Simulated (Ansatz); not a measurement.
**Ni: how the free axis answers a strain**

Ni, Fm-3m, a = 3.519 Å. Ansatz: PBE, PAW, 420 eV, Γ-centred 20×20×14 mesh on 2 atoms, Gaussian smearing 0.10 eV; collinear spin, largest moment 0.7 μB. Series: uniaxial strain along c, with a, b and atoms relaxed; x is the strain in per cent. The axes a, b, c are those of the computed cell (2.488, 2.488, 3.519 Å), along [1 1 0], [-1 1 0], [0 0 1] of the cell named above. y is the change of a in per cent of 2.488 Å.

| x (%) | y (%) |
| --- | --- |
| -3.0 | ? |
| -2.0 | 0.76 |
| -1.0 | 0.37 |
| 0.0 | 0.00 |
| 1.0 | -0.34 |
| 2.0 | -0.67 |
| 3.0 | -0.98 |

Task: Fit y = c1 x + c2 x² to the other rows, say what c1 measures, and predict the missing y.

Result: Least squares on the rows shown. y = −0.3579 x + 0.01071 x². So −c1 = 0.358 is Poisson's ratio for this pair of axes. At x = -3.0 the fit asked for gives 1.17 %. The run gave 1.17 %, the same to the digits shown.